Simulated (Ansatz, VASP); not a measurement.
# Sr in VASP and in Ansatz

File INCAR:

```
SYSTEM = Sr
PREC     = Accurate       ! precision mode
ENCUT    = 600            ! plane-wave cutoff, eV
EDIFF    = 1E-6           ! SCF threshold, eV
ISMEAR   = 0              ! smearing method
SIGMA    = 0.1            ! smearing width, eV
LREAL    = .FALSE.        ! projectors in reciprocal space
LASPH    = .TRUE.         ! aspherical terms in the spheres
NELM     = 60             ! most SCF steps
ALGO     = Fast           ! electronic algorithm
ISIF     = 3              ! what is computed and relaxed
LWAVE    = .FALSE.        ! write WAVECAR
LCHARG   = .FALSE.        ! write CHGCAR
GGA      = PE             ! functional
IBRION   = 2              ! ionic algorithm
NSW      = 100            ! ionic steps
EDIFFG   = -0.005         ! ionic threshold
```

File KPOINTS:

```
Automatic mesh
0
G
  12 12 6
  0 0 0
```

The input POSCAR:

```
Sr
1.0
    4.3011985039      0.0000000000      0.0000000000
   -2.1505992519      3.7249471711      0.0000000000
    0.0000000000      0.0000000000      7.0445570100
Sr
2
Direct
    0.3333333300      0.6666666700      0.2500000000
    0.6666666700      0.3333333300      0.7500000000
```

Input for Ansatz:

```yaml
crystal:
  lattice:
    - [4.3011985039, 0.0, 0.0]
    - [-2.1505992519, 3.7249471711, 0.0]
    - [0.0, 0.0, 7.04455701]
  atoms:
    - { symbol: Sr, position: [0.33333333, 0.66666667, 0.25] }
    - { symbol: Sr, position: [0.66666667, 0.33333333, 0.75] }
basis:
  ecutwfc: 420
kpoints:
  mp_grid: { grid: [12, 12, 6] }
hamiltonian:
  xc: pbe
scf:
  occupations: { method: gaussian, width: 0.1 }
output:
  forces: true
  stress: true
  eigenvalues: true
relax:
  adjacent_minimum: "off"
  f_tol: 0.005
  max_steps: 80
  cell: { stress_tol: 0.05 }
```

This isn't the form of Sr at room conditions, which is fcc.

Alike in both runs: task relaxation of cell and atoms; functional PBE; k mesh 12 × 12 × 6; occupations gaussian, width 0.1 eV; no spin polarisation.

|  | VASP | Ansatz |
| --- | --- | --- |
| version | VASP 6.6.1 | Ansatz 0.2.0 |
| potentials or method | VASP PAW PBE potentials, release 64 (Sr_sv) | scalar-relativistic, plane waves, PAW |
| plane-wave cutoff (eV) | 600 | 420 |
| valence electrons in the cell | 20 | 20 |

VASP gave:

| Quantity | Value |
| --- | --- |
| gap on the k mesh at the Fermi level, each at its own relaxed structure (eV) | none |
| relaxed volume (Å³/atom) | 55.41 |
| relaxed cell length with the largest relative difference (Å) | 7.018 |

Task: What did Ansatz give for the same quantities?

Result: gap on the k mesh at the Fermi level, each at its own relaxed structure (eV): none; relaxed volume (Å³/atom): 55.32; relaxed cell length with the largest relative difference (Å): 7.014.

A gap of «none» marks a metal or a gap that the smearing closes.
